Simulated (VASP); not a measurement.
# Li (a cell with a defect) in VASP: notebook

One crystal, Li (a cell with a defect), is run at these levels: PBE; tasks: single point.

Everything below comes from runs of VASP 6.6.1. Logs are shortened: lines on timing, memory, paths and dates and some standing lists are left out, and cuts for length are marked.

## Step 1: The structure

The cell holds a defect, 7 atoms: a = 5.968 Å, b = 5.968 Å, c = 5.968 Å, α = 109.47°, β = 109.47°, γ = 109.47°.

## Step 2: Single point, PBE

Contents of INCAR:

```
SYSTEM = Li
PREC = Accurate ; ENCUT = 520
EDIFF = 1E-6 ; ISMEAR = 0
SIGMA = 0.1 ; LREAL = .False.
LASPH = .True. ; NELM = 100
ALGO = Fast ; ISIF = 2
LWAVE = .False. ; LCHARG = .False.
GGA = PE ; NBANDS = 20
```

Contents of KPOINTS:

```
Automatic mesh
0
Gamma
  3 3 3
  0 0 0
```

Contents of POSCAR:

```
Li
1.0
   -3.4453500000      3.4453500000      3.4453500000
    3.4453500000     -3.4453500000      3.4453500000
    3.4453500000      3.4453500000     -3.4453500000
Li
7
Direct
    0.0041532791     -0.0007909211      0.1150491242
   -0.0032934245      0.4957367176     -0.0064450636
   -0.0015311942      0.6269489312      0.4995585354
    0.5048620605     -0.0029078323      0.0061593162
    0.5984082894      0.0000786567      0.5005009651
    0.3832375521      0.3776324611     -0.1162957319
    0.4963938352      0.5047775988      0.5023898878
```

Potentials or basis: VASP PAW PBE potentials, release 64 (Li_sv).

The run is started by

```sh
$ cat potpaw_PBE.64/Li_sv/POTCAR > POTCAR
$ mpirun -np 1 vasp_std > vasp.out
```

OUTCAR:

```text
SYSTEM = Li
   PREC = Accurate
   ENCUT = 520
   EDIFF = 1E-6
   ISMEAR = 0
   LREAL = .False.
   LASPH = .True.
   NELM = 100
   ISIF = 2
   GGA = PE

 ion  position               nearest neighbor table
   1  0.004  0.999  0.115-
   2  0.997  0.496  0.994-
   3  0.998  0.627  0.500-
   4  0.505  0.997  0.006-
   5  0.598  0.000  0.501-
   6  0.383  0.378  0.884-
   7  0.496  0.505  0.502-

  LATTYP: Found a body centered cubic cell.
 ALAT       =     6.8907000000

  Lattice vectors:

 A1 = (  -3.4453500000,   3.4453500000,   3.4453500000)
 A2 = (   3.4453500000,  -3.4453500000,   3.4453500000)
 A3 = (   3.4453500000,   3.4453500000,  -3.4453500000)

Analysis of symmetry for initial positions (statically):
=====================================================================
 Subroutine PRICEL returns:
 Original cell was already a primitive cell.

 Routine SETGRP: Setting up the symmetry group for a
 body centered cubic supercell.

 Subroutine GETGRP returns: Found  1 space group operations
 (whereof  1 operations were pure point group operations)
 out of a pool of 48 trial point group operations.

The static configuration has the point symmetry C_1 .

Analysis of symmetry for dynamics (positions and initial velocities):
=====================================================================
 Subroutine PRICEL returns:
 Original cell was already a primitive cell.

 Routine SETGRP: Setting up the symmetry group for a
 body centered cubic supercell.

 Subroutine GETGRP returns: Found  1 space group operations
 (whereof  1 operations were pure point group operations)
 out of a pool of 48 trial point group operations.

The dynamic configuration has the point symmetry C_1 .

 Subroutine INISYM returns: Found  1 space group operations
 (whereof  1 operations are pure point group operations),
 and found     1 'primitive' translations

----------------------------------------------------------------------------------------

                                     Primitive cell

  volume of cell :     163.5912

  direct lattice vectors                    reciprocal lattice vectors
    -3.445350000  3.445350000  3.445350000     0.000000000  0.145123137  0.145123137
     3.445350000 -3.445350000  3.445350000     0.145123137  0.000000000  0.145123137
     3.445350000  3.445350000 -3.445350000     0.145123137  0.145123137  0.000000000

  length of vectors
     5.967521250  5.967521250  5.967521250     0.205235109  0.205235109  0.205235109

  position of ions in fractional coordinates (direct lattice)
     0.004153279  0.999209079  0.115049124
     0.996706575  0.495736718  0.993554936
     0.998468806  0.626948931  0.499558535
     0.504862061  0.997092168  0.006159316
     0.598408289  0.000078657  0.500500965
     0.383237552  0.377632461  0.883704268
     0.496393835  0.504777599  0.502389888

  ion indices of the primitive-cell ions
   primitive index   ion index
                 1           1
                 2           2
                 3           3
                 4           4
                 5           5
                 6           6
                 7           7

----------------------------------------------------------------------------------------

 KPOINTS: Automatic mesh

Automatic generation of k-mesh.
 Grid dimensions read from file:
 generate k-points for:    3    3    3

 Generating k-lattice:

  Cartesian coordinates                     Fractional coordinates (reciprocal lattice)
     0.000000000  0.048374379  0.048374379     0.333333333  0.000000000  0.000000000
     0.048374379  0.000000000  0.048374379     0.000000000  0.333333333  0.000000000
     0.048374379  0.048374379  0.000000000     0.000000000  0.000000000  0.333333333

  Length of vectors
     0.068411703  0.068411703  0.068411703

  Shift w.r.t. Gamma in fractional coordinates (k-lattice)
     0.000000000  0.000000000  0.000000000

 Subroutine IBZKPT returns following result:
 ===========================================

 Found     14 irreducible k-points:

 Following reciprocal coordinates:
            Coordinates               Weight
  0.000000  0.000000  0.000000      1.000000
  0.333333  0.000000  0.000000      2.000000
  0.000000  0.333333  0.000000      2.000000
  0.000000  0.000000  0.333333      2.000000
  0.333333  0.000000 -0.333333      2.000000
  0.333333 -0.333333  0.000000      2.000000
  0.000000  0.333333 -0.333333      2.000000
  0.333333  0.333333  0.000000      2.000000
  0.000000  0.333333  0.333333      2.000000
  0.333333  0.000000  0.333333      2.000000
 -0.333333 -0.333333 -0.333333      2.000000
 -0.333333  0.333333  0.333333      2.000000
  0.333333 -0.333333  0.333333      2.000000
  0.333333  0.333333 -0.333333      2.000000
   k-points           NKPTS =     14   k-points in BZ     NKDIM =     14   number of bands    NBANDS=     20
   number of dos      NEDOS =    301   number of ions     NIONS =      7
   total plane-waves  NPLWV = 110592
   dimension x,y,z NGX =    48 NGY =   48 NGZ =   48
   dimension x,y,z NGXF=    96 NGYF=   96 NGZF=   96
   ions per type =               7
   NGX,Y,Z   is equivalent  to a cutoff of  13.37, 13.37, 13.37 a.u.
   NGXF,Y,Z  is equivalent  to a cutoff of  26.74, 26.74, 26.74 a.u.
 SYSTEM =  Li
   PREC   = accura    normal or accurate (medium, high low for compatibility)
   ISTART =      0    job   : 0-new  1-cont  2-samecut
   ICHARG =      2    charge: 1-file 2-atom 10-const
   ISPIN  =      1    spin polarized calculation?
   LNONCOLLINEAR =      F non collinear calculations
   LSORBIT =      F    spin-orbit coupling
   LASPH  =      T    aspherical Exc in radial PAW
   ENCUT  =  520.0 eV  38.22 Ry    6.18 a.u.  11.10 11.10 11.10*2*pi/ulx,y,z
   NELM   =    100;   NELMIN=  2; NELMDL= -5     # of ELM steps
   EDIFF  = 0.1E-05   stopping-criterion for ELM
   LREAL  =      F    real-space projection
   EDIFFG = 0.1E-04   stopping-criterion for IOM
   NSW    =      0    number of steps for IOM
   IBRION =     -1    ionic relax: 0-MD 1-quasi-New 2-CG
   NFREE  =      0    steps in history (QN), initial steepest desc. (CG)
   ISIF   =      2    stress and relaxation
   ISYM   =      2    0-nonsym 1-usesym 2-fastsym
   POTIM  = 0.5000    time-step for ionic-motion
   TEBEG  =    0.0;   TEEND  =   0.0 temperature during run
   PSTRESS=    0.0 pullay stress
   NELECT =      21.0000    total number of electrons
   NUPDOWN=      -1.0000    fix difference up-down
   EMIN   =  10.00;   EMAX   =-10.00  energy-range for DOS
   EFERMI =   0.00;   METHOD = LEGACY
   ISMEAR =     0;   SIGMA  =   0.10  broadening in eV -4-tet -1-fermi 0-gaus
   EFERMI_NEDOS =   21; number of points for ismear=-14 and -15
   IALGO  =     68    algorithm
   IMIX   =      4    mixing-type and parameters
     AMIX     =   0.40;   BMIX     =  1.00
     AMIX_MAG =   1.60;   BMIX_MAG =  1.00
  volume/ion in A,a.u.               =      23.37       157.71
  Fermi-wavevector in a.u.,A,eV,Ry     =   0.825837  1.560607  9.279276  0.682008
  Thomas-Fermi vector in A             =   1.937765
   LORBIT       =      0    0 simple, 1 ext, 2 COOP (PROOUT), +10 PAW based schemes
   GGA     = PE    functional components
   LHFCALC =     F    Hartree Fock is set to
   AEXX    =    0.0000 exact exchange contribution
   IVDW    =     0    specifies the selected vdW correction
   LEPSILON=     F    determine dielectric tensor
   LRPA    =     F    only Hartree local field effects (RPA)
 non-spin polarized calculation
 RMM-DIIS sequential band-by-band and
 Gauss-broadening in eV      SIGMA  =   0.10
  energy-cutoff  :      520.00
  volume of cell :      163.59
 maximum number of plane-waves:      4421
 NGX is ok and might be reduce to    48
   NGX = 23   NGY = 23   NGZ = 23

 number of electron      21.0000002 magnetization

 Free energy of the ion-electron system (eV)
  ---------------------------------------------------
  ext. energy  EPLUGINS =         0.00000000
  ---------------------------------------------------
  free energy    TOTEN  =       -12.75716180 eV

  energy without entropy =      -12.73144666  energy(sigma->0) =      -12.74430423

 E-fermi :   0.2660     XC(G=0):  -6.6939

 val. band max:        0.2625535272   @ k =   0.3333   0.0000  -0.3333
 cond. band min:       0.4216307346   @ k =   0.3333   0.0000  -0.3333
 fundamental gap:      0.1590772074
 Fermi energy:         0.2660227105

 k-point     1 :       0.0000    0.0000    0.0000
  band No.  band energies     occupation
      1     -46.6573      2.00000
      2     -46.6468      2.00000
      3     -46.6409      2.00000
      4     -46.6273      2.00000
      5     -46.5557      2.00000
      6     -46.5554      2.00000
[... 12 lines left out ...]
     19       3.4849      0.00000
     20       3.5117      0.00000

 k-point     2 :       0.3333    0.0000    0.0000
  band No.  band energies     occupation
      1     -46.6570      2.00000
      2     -46.6467      2.00000
      3     -46.6408      2.00000
      4     -46.6273      2.00000
      5     -46.5560      2.00000
      6     -46.5555      2.00000
[... 12 lines left out ...]
     19       4.7502      0.00000
     20       4.8930      0.00000

 k-point     3 :       0.0000    0.3333    0.0000
  band No.  band energies     occupation
      1     -46.6571      2.00000
      2     -46.6467      2.00000
      3     -46.6408      2.00000
      4     -46.6272      2.00000
      5     -46.5559      2.00000
      6     -46.5557      2.00000
[... 12 lines left out ...]
     19       4.7194      0.00000
     20       4.7636      0.00000

 k-point     4 :       0.0000    0.0000    0.3333
  band No.  band energies     occupation
      1     -46.6570      2.00000
      2     -46.6467      2.00000
      3     -46.6409      2.00000
      4     -46.6272      2.00000
      5     -46.5561      2.00000
      6     -46.5553      2.00000
[... 199 lines left out ...]
 k-point    13 :       0.3333   -0.3333    0.3333
  band No.  band energies     occupation
      1     -46.6569      2.00000
      2     -46.6465      2.00000
      3     -46.6407      2.00000
      4     -46.6272      2.00000
      5     -46.5567      2.00000
      6     -46.5562      2.00000
[... 12 lines left out ...]
     19       6.1643      0.00000
     20       6.6051      0.00000

 k-point    14 :       0.3333    0.3333   -0.3333
  band No.  band energies     occupation
      1     -46.6569      2.00000
      2     -46.6465      2.00000
      3     -46.6408      2.00000
      4     -46.6272      2.00000
      5     -46.5567      2.00000
      6     -46.5561      2.00000
[... 12 lines left out ...]
     19       6.1546      0.00000
     20       6.5999      0.00000

------------------------ aborting loop because EDIFF is reached ----------------------------------------

  FORCE on cell =-STRESS in cart. coord.  units (eV):
  Direction    XX          YY          ZZ          XY          YZ          ZX
  --------------------------------------------------------------------------------------
  -------------------------------------------------------------------------------------
  Total       -1.3030765     -1.3129465     -1.3019235     -0.0010768     -0.0079870      0.0112593
  in kB      -12.7620504    -12.8587156    -12.7507584     -0.0105463     -0.0782231      0.1102712
  external PRESSURE =     -12.7905081 kB  Pullay stress =       0.0000000 kB

 VOLUME and BASIS-vectors are now :
 -----------------------------------------------------------------------------
  energy-cutoff  :      520.00
  volume of cell :      163.59
      direct lattice vectors                 reciprocal lattice vectors
    -3.445350000  3.445350000  3.445350000     0.000000000  0.145123137  0.145123137
     3.445350000 -3.445350000  3.445350000     0.145123137  0.000000000  0.145123137
     3.445350000  3.445350000 -3.445350000     0.145123137  0.145123137  0.000000000

 POSITION                                       TOTAL-FORCE (eV/Angst)
 -----------------------------------------------------------------------------------
      3.82470     -3.03193      3.06055         0.002988     -0.006276      0.002353
      1.69713      5.14916      1.71884        -0.005953      0.003156     -0.002569
      0.44114      3.00117      3.87898        -0.001020      0.000118     -0.004441
      1.71713     -1.67468      5.15354        -0.001338     -0.000763      0.002091
     -0.33705      3.78586      0.33760        -0.001210      0.004911      0.000566
      3.02536      3.06398     -0.42321         0.004977     -0.000032     -0.001256
      1.75979      1.70202      1.71848         0.001555     -0.001113      0.003255
 -----------------------------------------------------------------------------------
    total drift:                                0.000165     -0.000170      0.000047

  FREE ENERGIE OF THE ION-ELECTRON SYSTEM (eV)
  ---------------------------------------------------
  free  energy   TOTEN  =       -12.7571617969 eV

  energy  without entropy=      -12.7314466630  energy(sigma->0) =      -12.74430423
```

Wall time 2.6 min (1 thread of AMD EPYC, shared host); peak memory 0.27 GiB.

Results:

```
Free energy            : -12.7572 eV
Largest force          : 0.007 eV/Å
Band gap on the k mesh : none (metal or under the smearing width)
```

Forces in eV/Å, atoms in the order of the input:
```
Li   0.003 -0.006  0.002
Li  -0.006  0.003 -0.003
Li  -0.001  0.000 -0.004
Li  -0.001 -0.001  0.002
Li  -0.001  0.005  0.001
Li   0.005  0.000 -0.001
Li   0.002 -0.001  0.003
```

Levels at points of the mesh, in eV from the Fermi level:
```tsv
k point	band 8	band 9	band 10	band 11	band 12	band 13
(0.00, 0.00, 0.00)	-3.37	0.45	0.48	0.52	0.93	1.00
```

Caveat: the k mesh is coarse (spacing up to 0.43 Å⁻¹), so the values aren't converged; the cutoff is under 1.25 times the usual one of these potentials, so pressure, stress and relaxed cells hold a basis-set (Pulay) error.

(Continued in part 2 of 2.)
